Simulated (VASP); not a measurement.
MnO, 2 atoms in the cell. Symmetry: Fm-3m, No. 225, cubic system. Conventional cell: a = 4.444 Å, b = 4.444 Å, c = 4.444 Å, α = 90.00°, β = 90.00°, γ = 90.00°. Mn (site symmetry m-3m) has 6 O at 2.22 Å as nearest neighbours. Around O (site symmetry m-3m) lie 6 Mn at 2.22 Å. 

| Property | Result |
| --- | --- |
| Program | VASP 6.6.1 |
| Task | single point |
| Functional | PBE0(alpha) |
| Potentials or basis | VASP PAW PBE potentials, release 64 (Mn_pv, O) |
| Cutoff | 520 eV |
| k mesh | 5 × 5 × 5 |
| Occupations | fermi-dirac, width 0.05 eV |
| Spin | collinear spin, ferromagnetic start |
| Starting moments | [4.0, 0.0] μB |
| Share of exact exchange | 0.1 |
| Grid for exact exchange (PRECFOCK) | Fast |
| Exchange at q = 0 | truncated |
| Further INCAR settings | ALGO = Normal; EDIFF = 1e-06; NBANDS = 20 |

Potentials or basis: VASP PAW PBE potentials, release 64 (Mn_pv, O).

Command:

```console
$ cat potpaw_PBE.64/Mn_pv/POTCAR potpaw_PBE.64/O/POTCAR > POTCAR
$ cp INCAR.step1 INCAR
$ mpirun -np 1 vasp_std > vasp.out
$ cp INCAR.step2 INCAR
$ mpirun -np 1 vasp_std > vasp.out
```

Hardware: 1 thread of Intel(R) Xeon(R) Platinum 8488C (Sapphire Rapids), with other jobs on the host.

Task: Estimate the wall time of this run.

Result: It took 5.7 min on 1 thread of Intel(R) Xeon(R) Platinum 8488C (Sapphire Rapids), on a shared host, peak memory 0.16 GiB. Counts: scf iterations 9, k points 10.
